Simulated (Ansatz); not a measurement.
# TiSi2 (Immm) in Ansatz: notebook

Runs on TiSi2. Level: r2SCAN. Tasks: single point, equation of state.

All numbers are computed with Ansatz 0.2.0; they aren't measurements. Logs are shortened: lines on timing, memory, paths and dates and some standing lists are left out, and cuts for length are marked.

### 1 The crystal as given

It takes space group Immm (No. 71, orthorhombic). The conventional cell has a = 2.946 Å, b = 3.424 Å, c = 8.424 Å, α = 90.00°, β = 90.00°, γ = 90.00°. Ti (site symmetry mmm) is surrounded by 10 Si at 2.67 to 2.78 Å and 2 Ti at 2.95 Å. Si (site symmetry mm2) is surrounded by 7 Si at 2.63 to 2.95 Å and 5 Ti at 2.67 to 2.78 Å.

The cell comes from a database or a generator and needn't be the stable form of this composition.

### 2 Single point, r2SCAN, 13.31 Å³/atom (volume scaled by 0.94)

The input, input.yaml:

```yaml
crystal:
  lattice:
    - [-1.4428049511, 1.6771787643, 4.1260979956]
    - [1.4428049511, -1.6771787643, 4.1260979956]
    - [1.4428049511, 1.6771787643, -4.1260979956]
  atoms:
    - { symbol: Ti, position: [0.0, 0.0, 0.0] }
    - { symbol: Si, position: [0.670078, 0.670078, 0.0] }
    - { symbol: Si, position: [0.329922, 0.329922, 0.0] }
hamiltonian:
  xc: r2scan
  pseudopotentials: { kind: paw }
kpoints:
  mp_grid: { grid: [12, 12, 12] }
scf:
  occupations: { method: fermi_dirac, width: 0.05 }
output:
  forces: true
  stress: true
  eigenvalues: true
  write_density: true
  write_potential: true
  elf: true
  volumetric_format: npy
```

Potentials or basis: Ansatz PAW.

Started as:

```console
$ ansatz run input.yaml --threads 2 --pin off --max-ram 5632MiB --backend cpu --events-out ev --progress --plain --runs-dir out
```

What it wrote:

```text
Warning: RAYON_NUM_THREADS=2 ignored (pool sized by the plan → 2); use --threads N
Engine: ansatz 0.2.0, aarch64-unknown-linux-gnu
Pseudopotentials: kind: paw
Pseudopotential: Ti, paw, valence charge 12, recommended cutoff 500 eV (meta_gga), Ti.paw.azcp
Pseudopotential: Si, paw, valence charge 4, recommended cutoff 500 eV (meta_gga), Si.paw.azcp
Functional definition: r2SCAN
  parameter k0 = 0.174
  parameter k1 = 0.065
  parameter a1 = 4.9479
  exchange = r2scan_x(k0 = k0, k1 = k1, a1 = a1)
  correlation = r2scan_c
Crystal: 3 atoms, lattice volume = 39.938 Å³
Basis set: ecut = 500 eV, 1001 PW (Γ), exchange–correlation on 144×144×144 points (64 copies of the dense FFT grid, shifted against one another)
Bands: 14, of which v1, the nominal top of the filled ones, is band 10 counted from 1 (9 counted from 0)
Symmetry: 8 space group operations
Space group: Immm (ITA 71), of the structure as read, at distance tolerance 3.4e-5 Å
k-points: 280 of 1728
Non-local potential: Ti, projectors of the file, l = 0: 3, l = 1: 2, l = 2: 3, l = 3: 1
Non-local potential: Si, projectors of the file, l = 0: 2, l = 1: 2, l = 2: 2
PAW form: soft (Blöchl's): semilocal exchange-correlation on the pseudo side does not see the compensation charge
PAW frozen core: Ti, regenerated for the run's functional (the file was generated under x = pbe(κ = 0.804, μ = 0.2195149727645171), c = pbe(β = 0.06672455060314922))
PAW frozen core: Si, regenerated for the run's functional (the file was generated under x = pbe(κ = 0.804, μ = 0.2195149727645171), c = pbe(β = 0.06672455060314922))
PAW one-centre angular grid: Ti, 590 points (default); XC on 160 Gauss nodes
PAW one-centre angular grid: Si, 302 points (default); XC on 160 Gauss nodes
Initial density: superposition of atomic densities (neutral atoms: chi_scale 0, normalization atom), corrected by the library's trained network
Initial wavefunctions: pseudopotential atomic-orbital guess
Functional: x = r2scan, c = r2scan; τ floored in thin density (d = 2e-4 eV/Å³)
SCF iter   1: F=—  HF=-3783.469513 eV  |F-HF|=—  |Δ(HF+E_count)|=         —  Δρ=1.08e-2  dr2=3.77e-2  dr2_τ=3.04e-2  ethr=1.77e-3  ⟨swp⟩=5.3  Hψ=23343  notcnv=0
preconditioner: auto → Kerker (q_TF=auto, 2.431 Å⁻¹)  [metal: Δε(μ)=0.010 eV  Ē_g=7.457 eV  σ=0.050 eV  W_gap=0.05  n_scr=10 (ndim 8)  ℏωp=20.4 eV  f_vac=0.000  D(μ)=1.18/eV (n_scr^D=10)]
SCF iter   2: F=—  HF=-3783.526062 eV  |F-HF|=—  |Δ(HF+E_count)|=   5.65e-2  Δρ=5.01e-3  dr2=9.80e-3  dr2_τ=4.77e-4  ethr=1.88e-4  ⟨swp⟩=2.1  Hψ=9798  notcnv=0  defer=10
SCF iter   3: F=—  HF=-3783.525588 eV  |F-HF|=—  |Δ(HF+E_count)|=   4.74e-4  Δρ=2.83e-3  dr2=3.07e-3  dr2_τ=3.53e-5  ethr=4.90e-5  ⟨swp⟩=1.0  Hψ=3910  notcnv=0  defer=10
SCF iter   4: F=—  HF=-3783.525224 eV  |F-HF|=—  |Δ(HF+E_count)|=   3.64e-4  Δρ=2.28e-4  dr2=1.48e-5  dr2_τ=6.50e-7  ethr=1.54e-5  ⟨swp⟩=2.7  Hψ=6441  notcnv=0  defer=10
SCF iter   5: F=—  HF=-3783.525233 eV  |F-HF|=—  |Δ(HF+E_count)|=   9.43e-6  Δρ=3.76e-5  dr2=4.10e-7  dr2_τ=1.80e-8  ethr=7.38e-8  ⟨swp⟩=2.1  Hψ=5697  notcnv=0  defer=10
SCF iter   6: F=-3783.525234 eV  HF=-3783.525234 eV  |F-HF|=1.49e-8  |Δ(HF+E_count)|=   2.98e-7  Δρ=1.12e-5  dr2=4.82e-8  dr2_τ=1.53e-9  ethr=5.00e-10  ⟨swp⟩=8.9  Hψ=26109  notcnv=0
SCF 1 converged in 6 iterations: F = -3783.525234 eV  dr2 = 4.82e-8
SCF converged after 6 iterations
Free energy (F): -3783.525234 eV
Harris-Foulkes:  -3783.525234 eV  (|F-HF|=1.49e-8)
Internal energy: -3783.515696 eV  (E = F + TS)
E sigma→0 (E₀):  -3783.520465 eV
Entropy (-TS):   -0.009537 eV (-3.179 meV/atom)
Fermi energy:    13.386100 eV
--- Per-component energies (eV) ---
  E_band       = -106.829981
  E_kinetic    = 363.616456
  E_local      = -987.531410  (includes V_loc(G=0)·N_el)
  E_nonlocal   = 55.667853
  E_hartree    = 436.827380
  E_xc         = -200.882102
  E_vxc        = -240.164322  (∫ρ·V_xc dr)
  E_paw        = -2095.905152  (= ΣΔE_a)
  E_vpaw       = -185.675947  (= ΣTr[D̂ρ^β])
  E_aug_tail   = 0.000106  (compensation charges beyond the density's cutoff)
  E_vtau       = 13.607856  (kinetic-family band-sum trace: ∫τ·v_τ [+ j·A + Jᵃ·Aᵃ] dr)
  E_ewald      = -1354.902504
  E_core_change = -0.406323  (= ΣΔE_core)
  E_smearing   = -0.009537  (= −TS)
  E_closure    = 0.000000  (closes the sum)
  Σ components = -3783.525234   (vs F -3783.525234, Δ=0.00e0)
--- Forces (eV/Å), atoms counted from 1 ---
  atom   1  Ti     0.00000000    -0.00000000    -0.00000000
  atom   2  Si     0.00000000     0.00000000     0.10449807
  atom   3  Si     0.00000000    -0.00000000    -0.10449807
  max |Σ_I F_I| component: 4.93e-32 eV/Å
--- Stress (GPa, compression-positive) ---
        7.095338       0.000000       0.000000
        0.000000       7.892375       0.000000
        0.000000       0.000000       6.933344
  P = ⅓ Tr σ = 7.3070 GPa (73.070 kbar)
--- Band table (eV; the first three rows and the last of 280) ---
  k-point 0: bands = ["-45.0641", "-20.3654", "-20.3311", "-20.0429", "-0.4150", "7.9980", "9.0447", "10.9441", "12.5797", "14.3197", "15.6404", "16.1907", "16.8295", "17.7080"]
  k-point 1: bands = ["-45.0601", "-20.3608", "-20.3365", "-20.0729", "-0.1834", "8.1900", "8.9458", "10.7082", "12.5575", "13.6710", "15.2472", "16.0292", "17.4622", "17.6371"]
  k-point 2: bands = ["-45.0493", "-20.3504", "-20.3482", "-20.1533", "0.4992", "8.6297", "8.6659", "10.2963", "12.5142", "12.5196", "13.9537", "16.4636", "17.4285", "17.8988"]
  k-point 279: bands = ["-45.0637", "-20.3817", "-20.3322", "-20.0434", "0.8851", "3.6811", "11.8544", "11.8877", "12.8946", "13.9178", "15.7140", "16.1940", "16.2575", "17.5634"]
```

It took 18 s on 2 threads of Arm Neoverse V1, shared host; peak memory 0.67 GiB.

Results:

```
Free energy            : -3783.5252 eV
Pressure               : 7.3 GPa
Largest force          : 0.104 eV/Å
Band gap on the k mesh : none (metal or under the smearing width)
```

Caveat: the PAW data sets come from PBE, with cores solved anew for the run's functional, which leaves a small shift of forces and pressure.

### 3 Single point, r2SCAN, 13.60 Å³/atom (volume scaled by 0.96)

The input, input.yaml:

```yaml
crystal:
  lattice:
    - [-1.4529658841, 1.6889902715, 4.1551559811]
    - [1.4529658841, -1.6889902715, 4.1551559811]
    - [1.4529658841, 1.6889902715, -4.1551559811]
  atoms:
    - { symbol: Ti, position: [0.0, 0.0, 0.0] }
    - { symbol: Si, position: [0.670078, 0.670078, 0.0] }
    - { symbol: Si, position: [0.329922, 0.329922, 0.0] }
hamiltonian:
  xc: r2scan
  pseudopotentials: { kind: paw }
kpoints:
  mp_grid: { grid: [12, 12, 12] }
scf:
  occupations: { method: fermi_dirac, width: 0.05 }
output:
  forces: true
  stress: true
  eigenvalues: true
```

Potentials or basis: Ansatz PAW.

Started as:

```console
$ ansatz run input.yaml --threads 2 --pin off --max-ram 5632MiB --backend cpu --events-out ev --progress --plain --runs-dir out
```

Wall time 11 s (2 threads of Arm Neoverse V1, shared host); peak memory 0.54 GiB.

It converged, with:

| Property | Result |
| --- | --- |
| Free energy | -3783.5543 eV |
| Pressure | 3.7 GPa |
| Largest force | 0.084 eV/Å |
| Band gap on the k mesh | none (metal or under the smearing width) |

Caveat: the PAW data sets come from PBE, with cores solved anew for the run's functional, which leaves a small shift of forces and pressure.

### 4 Single point, r2SCAN, 13.88 Å³/atom (volume scaled by 0.98)

Edit input.yaml of step 3 so:

```diff
@@ -2,5 +2,5 @@
   lattice:
-    - [-1.4529658841, 1.6889902715, 4.1551559811]
-    - [1.4529658841, -1.6889902715, 4.1551559811]
-    - [1.4529658841, 1.6889902715, -4.1551559811]
+    - [-1.4629866552, 1.7006388484, 4.1838131348]
+    - [1.4629866552, -1.7006388484, 4.1838131348]
+    - [1.4629866552, 1.7006388484, -4.1838131348]
   atoms:
```

Started as:

```console
$ ansatz run input.yaml --threads 2 --pin off --max-ram 5632MiB --backend cpu --events-out ev --progress --plain --runs-dir out
```

Run time: 11 s. Hardware: 2 threads of Arm Neoverse V1, shared host; peak memory 0.55 GiB.

The run converged. Its results:

* Free energy: -3783.5653 eV
* Pressure: 0.5 GPa
* Largest force: 0.064 eV/Å
* Band gap on the k mesh: none (metal or under the smearing width)

Caveat: the PAW data sets come from PBE, with cores solved anew for the run's functional, which leaves a small shift of forces and pressure.

### 5 Single point, r2SCAN, 14.16 Å³/atom

Edit input.yaml of step 4 so:

```diff
@@ -2,5 +2,5 @@
   lattice:
-    - [-1.4629866552, 1.7006388484, 4.1838131348]
-    - [1.4629866552, -1.7006388484, 4.1838131348]
-    - [1.4629866552, 1.7006388484, -4.1838131348]
+    - [-1.472872, 1.71213, 4.212083]
+    - [1.472872, -1.71213, 4.212083]
+    - [1.472872, 1.71213, -4.212083]
   atoms:
```

Started as:

```console
$ ansatz run input.yaml --threads 2 --pin off --max-ram 5632MiB --backend cpu --events-out ev --progress --plain --runs-dir out
```

Wall time 11 s (2 threads of Arm Neoverse V1, shared host); peak memory 0.55 GiB.

Results (log left out):

- Free energy: -3783.5602 eV
- Pressure: -2.4 GPa
- Largest force: 0.044 eV/Å
- Band gap on the k mesh: none (metal or under the smearing width)

Caveat: the PAW data sets come from PBE, with cores solved anew for the run's functional, which leaves a small shift of forces and pressure.

### 6 Single point, r2SCAN, 14.45 Å³/atom (volume scaled by 1.02)

Edit input.yaml of step 5 so:

```diff
@@ -2,5 +2,5 @@
   lattice:
-    - [-1.472872, 1.71213, 4.212083]
-    - [1.472872, -1.71213, 4.212083]
-    - [1.472872, 1.71213, -4.212083]
+    - [-1.4826264035, 1.7234689397, 4.2399784024]
+    - [1.4826264035, -1.7234689397, 4.2399784024]
+    - [1.4826264035, 1.7234689397, -4.2399784024]
   atoms:
```

Potentials or basis: Ansatz PAW.

Started as:

```console
$ ansatz run input.yaml --threads 2 --pin off --max-ram 5632MiB --backend cpu --events-out ev --progress --plain --runs-dir out
```

Run time: 14 s. Hardware: 2 threads of Arm Neoverse V1, shared host; peak memory 0.56 GiB.

The run converged. Its results:

* Free energy: -3783.5407 eV
* Pressure: -5.0 GPa
* Largest force: 0.024 eV/Å
* Band gap on the k mesh: none (metal or under the smearing width)

Caveat: the PAW data sets come from PBE, with cores solved anew for the run's functional, which leaves a small shift of forces and pressure.

### 7 Single point, r2SCAN, 14.73 Å³/atom (volume scaled by 1.04)

Edit input.yaml of step 6 so:

```diff
@@ -2,5 +2,5 @@
   lattice:
-    - [-1.4826264035, 1.7234689397, 4.2399784024]
-    - [1.4826264035, -1.7234689397, 4.2399784024]
-    - [1.4826264035, 1.7234689397, -4.2399784024]
+    - [-1.4922541174, 1.7346606101, 4.2675115011]
+    - [1.4922541174, -1.7346606101, 4.2675115011]
+    - [1.4922541174, 1.7346606101, -4.2675115011]
   atoms:
```

Started as:

```console
$ ansatz run input.yaml --threads 2 --pin off --max-ram 5632MiB --backend cpu --events-out ev --progress --plain --runs-dir out
```

It took 12 s on 2 threads of Arm Neoverse V1, shared host; peak memory 0.56 GiB.

It converged, with:

```
Free energy            : -3783.5081 eV
Pressure               : -7.3 GPa
Largest force          : 0.005 eV/Å
Band gap on the k mesh : none (metal or under the smearing width)
```

Caveat: the PAW data sets come from PBE, with cores solved anew for the run's functional, which leaves a small shift of forces and pressure.

### 8 Single point, r2SCAN, 15.01 Å³/atom (volume scaled by 1.06)

Edit input.yaml of step 7 so:

```diff
@@ -2,5 +2,5 @@
   lattice:
-    - [-1.4922541174, 1.7346606101, 4.2675115011]
-    - [1.4922541174, -1.7346606101, 4.2675115011]
-    - [1.4922541174, 1.7346606101, -4.2675115011]
+    - [-1.501759177, 1.7457097017, 4.2946938359]
+    - [1.501759177, -1.7457097017, 4.2946938359]
+    - [1.501759177, 1.7457097017, -4.2946938359]
   atoms:
```

Started as:

```console
$ ansatz run input.yaml --threads 2 --pin off --max-ram 5632MiB --backend cpu --events-out ev --progress --plain --runs-dir out
```

Wall time 13 s (2 threads of Arm Neoverse V1, shared host); peak memory 0.56 GiB.

It converged, with:

| Property | Result |
| --- | --- |
| Free energy | -3783.4641 eV |
| Pressure | -9.3 GPa |
| Largest force | 0.014 eV/Å |
| Band gap on the k mesh | none (metal or under the smearing width) |

Caveat: the PAW data sets come from PBE, with cores solved anew for the run's functional, which leaves a small shift of forces and pressure.

### 9 Equation of state, r2SCAN

Potentials or basis: Ansatz PAW.

This step only gathers the single runs of the series.

Results:

- Equilibrium volume: 13.93 Å³/atom
- Bulk modulus at fixed shape and positions: 147 GPa
- Pressure derivative of the bulk modulus: 4.4

Energy against volume, from the lowest point:
```tsv
volume (Å³/atom)	energy (meV/atom)
13.313	13.37
13.596	3.68
13.879	0.00
14.162	1.70
14.446	8.22
14.729	19.06
15.012	33.76
```

Caveat: the cell was scaled at fixed shape and fractional positions, which overstates the stiffness of a crystal with free parameters, most of all of layers and chains; the PAW data sets were made with another functional, which shifts forces and pressure a little.
